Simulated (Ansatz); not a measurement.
# CdS: the cost of one run

Method: DFT PBE, scalar-relativistic, plane waves, PAW, in Ansatz 0.2.0.

## 1. The starting structure

The structure is tetragonal, space group P4_2/mnm (No. 136). Conventional cell: a = 6.746 Å, b = 6.746 Å, c = 4.049 Å, α = 90.00°, β = 90.00°, γ = 90.00°. Cd (site symmetry m2m) has 4 S at 2.42 to 2.44 Å as nearest neighbours. S (site symmetry m2m) has 4 Cd at 2.42 to 2.44 Å as nearest neighbours.

Coordinates:

```cif
data_structure
_symmetry_space_group_name_H-M 'P4_2/mnm'
_symmetry_Int_Tables_number 136
_cell_length_a 6.7460
_cell_length_b 6.7460
_cell_length_c 4.0488
_cell_angle_alpha 90.000
_cell_angle_beta 90.000
_cell_angle_gamma 90.000
_cell_volume 184.26
loop_
_atom_site_label
_atom_site_type_symbol
_atom_site_symmetry_multiplicity
_atom_site_Wyckoff_symbol
_atom_site_fract_x
_atom_site_fract_y
_atom_site_fract_z
_atom_site_occupancy
Cd1 Cd 4 f 0.68050 0.68050 0.00000 1
S1 S 4 g 0.81950 0.81950 0.50000 1
```

Recipe of the guess: 4-connected net, two elements alternating (P4_2/mnm, No. 136). Its size is a rough estimate.

## 2. The guess as it stands, on a coarse mesh

Input file input.yaml:

```yaml
crystal:
  lattice:
    - [6.74604279, 0.0, 0.0]
    - [0.0, 6.74604279, 0.0]
    - [0.0, 0.0, 4.0488215]
  atoms:
    - { symbol: Cd, position: [0.68049857, 0.68049857, 0.0] }
    - { symbol: Cd, position: [0.18049857, 0.81950143, 0.5] }
    - { symbol: Cd, position: [0.81950143, 0.18049857, 0.5] }
    - { symbol: Cd, position: [0.31950143, 0.31950143, 0.0] }
    - { symbol: S, position: [0.81950143, 0.81950143, 0.5] }
    - { symbol: S, position: [0.18049857, 0.18049857, 0.5] }
    - { symbol: S, position: [0.68049857, 0.31950143, 0.0] }
    - { symbol: S, position: [0.31950143, 0.68049857, 0.0] }
basis:
  ecutwfc: 420
kpoints:
  mp_grid: { grid: [4, 4, 4] }
hamiltonian:
  xc: pbe
scf:
  occupations: { method: gaussian, width: 0.1 }
  lower_state_search: "off"
output:
  forces: true
  stress: true
  eigenvalues: true
```

Launch:

```sh
$ ansatz run input.yaml --threads 1 --pin off --max-ram 2560MiB --backend cpu --events-out ev --progress --plain --runs-dir out
```

What time and memory should one allow on 1 thread of Arm Neoverse V1, shared host?

About 10 s, with a peak of 0.47 GiB.
